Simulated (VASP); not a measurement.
Runs of VASP 6.6.1 on Ba. Symmetry: Fm-3m, No. 225, cubic system. Conventional cell: a = 6.465 Å, b = 6.465 Å, c = 6.465 Å, α = 90.00°, β = 90.00°, γ = 90.00°. This isn't the form of Ba at room conditions, which is bcc.

| task | level | potentials or basis | cell | gap on the mesh (eV) | pressure (GPa) |
| --- | --- | --- | --- | --- | --- |
| single point | PBEsol | VASP PAW PBE potentials, release 64 (Ba_sv) | as given | none | (a) |
| single point | r2SCAN | VASP PAW PBE potentials, release 64 (Ba_sv) | as given | none | -0.1 |
| electric field gradients | LDA | VASP PAW LDA potentials, release 64 (Ba_sv) | as given | none | -1.6 |
| single point | r2SCAN | VASP PAW PBE potentials, release 64 (Ba_sv) | volume scaled by 0.975 | none | 0.1 |
| single point | PBE | VASP PAW PBE potentials, release 64 (Ba_sv) | as given | none | -0.4 |
| single point | PBE | VASP PAW PBE potentials, release 64 (Ba_sv) | functional pbe, volume scaled by 0.96 | none | -0.1 |

Alike in all rows: no spin polarisation; k mesh 9 × 9 × 9; cutoff (eV) 520; smearing fermi-dirac 0.05 eV.

Fill in the values left out.

(a) -1.0.

Caveats: the PAW data sets were made with another functional, which shifts forces and pressure a little (some runs).

A k mesh can miss the band edges, and the runs leave out spin-orbit coupling on Ba.

A gap of «none» marks a metal or a gap under the smearing width.
